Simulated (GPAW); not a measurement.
Here is a GPAW 26.7.0 calculation.

Contents of run.py:

```python
from ase import Atoms
from ase.dft.bandgap import bandgap
from ase.io import write
from ase.units import GPa
from gpaw import GPAW, PW

atoms = Atoms(['Ir'],
              cell=[[0.0, 1.9156, 1.9156],
                    [1.9156, 0.0, 1.9156],
                    [1.9156, 1.9156, 0.0]],
              scaled_positions=[[0.0, 0.0, 0.0]],
              pbc=True)

calc = GPAW(mode=PW(450),
            xc='PBE',
            kpts={'size': (10, 10, 10), 'gamma': True},
            occupations={'name': 'fermi-dirac', 'width': 0.05},
            nbands=16,
            maxiter=120,
            txt='gpaw.txt')
atoms.calc = calc
energy = atoms.get_potential_energy()
forces = atoms.get_forces()
stress = atoms.get_stress()
calc.write('gs.gpw')
write('result.traj', atoms)
print(f'Energy: {energy:.6f} eV')
print('Forces (eV/A):')
print(forces.round(4))
print('Stress (GPa):', (stress / GPa).round(3))
print('Fermi level:', round(calc.get_fermi_level(), 4), 'eV')
print(f'Gap: {bandgap(calc)[0]:.4f} eV, direct: {bandgap(calc, direct=True)[0]:.4f} eV')
```

Potentials or basis: GPAW PAW data sets (gpaw-data 1.2.1), pw.

Launch:

```sh
$ OMP_NUM_THREADS=1 python run.py
```

Q: Predict the pressure.

A: 9.4 GPa.

Q: Estimate the band gap on the k mesh.

A: None (metal or under the smearing width).

Caveat: the cutoff is short for stress and forces, so pressures can be off by a GPa or more. The run has no spin-orbit coupling, so splittings on Ir are missing.
